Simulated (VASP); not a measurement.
# BiTe (R-3m) in VASP: single point with PBE

Aim: the single point of BiTe with PBE.

Program: VASP 6.6.1. These are calculated values, not measurements. Logs are shortened: lines on timing, memory, paths and dates and some standing lists are left out, and cuts for length are marked.

**1. The crystal as given**

Symmetry: R-3m, No. 166, trigonal system. The conventional cell has a = 4.845 Å, b = 4.845 Å, c = 9.952 Å, α = 90.00°, β = 90.00°, γ = 120.00°. Around Bi (site symmetry -3m) lie 6 Te at 3.25 Å. Te (site symmetry -3m) is surrounded by 6 Bi at 3.25 Å.

The cell comes from a database or a generator and needn't be the stable form of this composition.

**2. Single point, PBE**

Input file INCAR:

```
PREC = Accurate
ENCUT = 500
EDIFF = 1E-6
ISMEAR = 0
SIGMA = 0.02
LREAL = F
LASPH = T
NELM = 80
ALGO = Normal
ISIF = 2
LWAVE = F
LCHARG = F
GGA = PE
```

Input file KPOINTS:

```
Automatic mesh
0
Gamma
  5 5 5
```

Input file POSCAR:

```
BiTe
1.0
    2.4227077728      1.3987509848      3.3172919545
   -2.4227077728      1.3987509848      3.3172919545
    0.0000000000     -2.7975019696      3.3172919545
Bi Te
1 1
Direct
    0.5000000000      0.5000000000      0.5000000000
    0.0000000000      0.0000000000      0.0000000000
```

Potentials or basis: VASP PAW PBE potentials, release 64 (Bi_d_GW, Te_GW).

Launch:

```console
$ cat potpaw_PBE.64/Bi_d_GW/POTCAR potpaw_PBE.64/Te_GW/POTCAR > POTCAR
$ mpirun -np 1 vasp_std > vasp.out
```

OUTCAR:

```text
PREC = Accurate
   ENCUT = 500
   EDIFF = 1E-6
   ISMEAR = 0
   LREAL = F
   LASPH = T
   NELM = 80
   ISIF = 2
   GGA = PE

 ion  position               nearest neighbor table
   1  0.500  0.500  0.500-   2 3.25   2 3.25   2 3.25   2 3.25   2 3.25   2 3.25
   2  0.000  0.000  0.000-   1 3.25   1 3.25   1 3.25   1 3.25   1 3.25   1 3.25

  LATTYP: Found a trigonal (rhomboedric) cell.
 ALAT       =     4.3394058558
 COS(alpha) =     0.3765932224

  Lattice vectors:

 A1 = (   2.4227077728,   1.3987509848,   3.3172919545)
 A2 = (  -2.4227077728,   1.3987509848,   3.3172919545)
 A3 = (   0.0000000000,  -2.7975019696,   3.3172919545)

Analysis of symmetry for initial positions (statically):
=====================================================================
 Subroutine PRICEL returns:
 Original cell was already a primitive cell.

 Routine SETGRP: Setting up the symmetry group for a
 trigonal (rhombohedral) supercell.

 Subroutine GETGRP returns: Found 12 space group operations
 (whereof 12 operations were pure point group operations)
 out of a pool of 12 trial point group operations.

The static configuration has the point symmetry D_3d.

Analysis of symmetry for dynamics (positions and initial velocities):
=====================================================================
 Subroutine PRICEL returns:
 Original cell was already a primitive cell.

 Routine SETGRP: Setting up the symmetry group for a
 trigonal (rhombohedral) supercell.

 Subroutine GETGRP returns: Found 12 space group operations
 (whereof 12 operations were pure point group operations)
 out of a pool of 12 trial point group operations.

The dynamic configuration has the point symmetry D_3d.

 Subroutine INISYM returns: Found 12 space group operations
 (whereof 12 operations are pure point group operations),
 and found     1 'primitive' translations

----------------------------------------------------------------------------------------

                                     Primitive cell

  volume of cell :      67.4491

  direct lattice vectors                    reciprocal lattice vectors
     2.422707773  1.398750985  3.317291954     0.206380648  0.119153923  0.100483568
    -2.422707773  1.398750985  3.317291954    -0.206380648  0.119153923  0.100483568
[... 86 lines left out ...]
   ISYM   =      2    0-nonsym 1-usesym 2-fastsym
   POTIM  = 0.5000    time-step for ionic-motion
   TEBEG  =    0.0;   TEEND  =   0.0 temperature during run
   PSTRESS=    0.0 pullay stress
   NELECT =      23.0000    total number of electrons
   NUPDOWN=      -1.0000    fix difference up-down
   EMIN   =  10.00;   EMAX   =-10.00  energy-range for DOS
   EFERMI =   0.00;   METHOD = LEGACY
   ISMEAR =     0;   SIGMA  =   0.02  broadening in eV -4-tet -1-fermi 0-gaus
   EFERMI_NEDOS =   21; number of points for ismear=-14 and -15
   IALGO  =     38    algorithm
   IMIX   =      4    mixing-type and parameters
     AMIX     =   0.40;   BMIX     =  1.00
     AMIX_MAG =   1.60;   BMIX_MAG =  1.00
  volume/ion in A,a.u.               =      33.72       227.58
  Fermi-wavevector in a.u.,A,eV,Ry     =   1.143735  2.161345 17.798178  1.308129
  Thomas-Fermi vector in A             =   2.280429
   LORBIT       =      0    0 simple, 1 ext, 2 COOP (PROOUT), +10 PAW based schemes
   GGA     = PE    functional components
   LHFCALC =     F    Hartree Fock is set to
   AEXX    =    0.0000 exact exchange contribution
   IVDW    =     0    specifies the selected vdW correction
   LEPSILON=     F    determine dielectric tensor
   LRPA    =     F    only Hartree local field effects (RPA)
 non-spin polarized calculation
 Gauss-broadening in eV      SIGMA  =   0.02
  energy-cutoff  :      500.00
  volume of cell :       67.45
 maximum number of plane-waves:      1723
   NGX = 15   NGY = 15   NGZ = 15

 number of electron      22.9999996 magnetization

 Free energy of the ion-electron system (eV)
  ---------------------------------------------------
  ext. energy  EPLUGINS =         0.00000000
  ---------------------------------------------------
  free energy    TOTEN  =        -7.16848428 eV

  energy without entropy =       -7.16726304  energy(sigma->0) =       -7.16787366

 E-fermi :   4.8329     XC(G=0):  -9.5343

 val. band max:        4.8313324774   @ k =  -0.4000   0.4000   0.4000
 cond. band min:       4.8500678441   @ k =  -0.2000   0.2000   0.0000
 fundamental gap:      0.0187353667
 Fermi energy:         4.8329135014

 k-point     1 :       0.0000    0.0000    0.0000
  band No.  band energies     occupation
      1    -148.8852      2.00000
      2     -18.3090      2.00000
      3     -18.3090      2.00000
      4     -18.3034      2.00000
      5     -18.2917      2.00000
      6     -18.2917      2.00000
      7      -8.5644      2.00000
      8      -3.3591      2.00000
      9       2.0080      2.00000
     10       2.0080      2.00000
     11       3.3123      2.00000
     12       6.7758      0.00000
     13       7.4334      0.00000
     14       7.4334      0.00000
[... 311 lines left out ...]
      2     -18.3073      2.00000
      3     -18.3050      2.00000
      4     -18.3044      2.00000
      5     -18.2878      2.00000
      6     -18.2867      2.00000
      7      -6.3333      2.00000
      8      -5.8810      2.00000
      9       0.5717      2.00000
     10       1.8387      2.00000
     11       1.9975      2.00000
     12       4.5883      2.00000
     13       4.8313      1.08901
     14       6.6335      0.00000
     15      11.6256      0.00000

------------------------ aborting loop because EDIFF is reached ----------------------------------------

  FORCE on cell =-STRESS in cart. coord.  units (eV):
  Direction    XX          YY          ZZ          XY          YZ          ZX
  --------------------------------------------------------------------------------------
  -------------------------------------------------------------------------------------
  Total       -0.0706311     -0.0706311     -0.0737026      0.0000000     -0.0000000      0.0000000
  in kB       -1.6777602     -1.6777602     -1.7507203      0.0000000     -0.0000000      0.0000000
  external PRESSURE =      -1.7020802 kB  Pullay stress =       0.0000000 kB

 VOLUME and BASIS-vectors are now :
 -----------------------------------------------------------------------------
  energy-cutoff  :      500.00
  volume of cell :       67.45
      direct lattice vectors                 reciprocal lattice vectors
     2.422707773  1.398750985  3.317291954     0.206380648  0.119153923  0.100483568
    -2.422707773  1.398750985  3.317291954    -0.206380648  0.119153923  0.100483568
     0.000000000 -2.797501970  3.317291954     0.000000000 -0.238307845  0.100483568

 POSITION                                       TOTAL-FORCE (eV/Angst)
 -----------------------------------------------------------------------------------
      0.00000      0.00000      4.97594        -0.000000      0.000000     -0.000000
      0.00000      0.00000      0.00000         0.000000     -0.000000      0.000000
 -----------------------------------------------------------------------------------
    total drift:                               -0.000000      0.000000     -0.000000

  FREE ENERGIE OF THE ION-ELECTRON SYSTEM (eV)
  ---------------------------------------------------
  free  energy   TOTEN  =        -7.1684842795 eV

  energy  without entropy=       -7.1672630438  energy(sigma->0) =       -7.16787366
```

Run time: 18 s. Hardware: 1 thread of Intel Xeon Platinum 8559C (Emerald Rapids), shared host; peak memory 0.18 GiB.

Results:

* Free energy: -7.1685 eV
* Pressure: -0.2 GPa
* Band gap on the k mesh: none (metal or under the smearing width)

Caveat: spin-orbit coupling is left out, which moves the levels of the heavy elements.
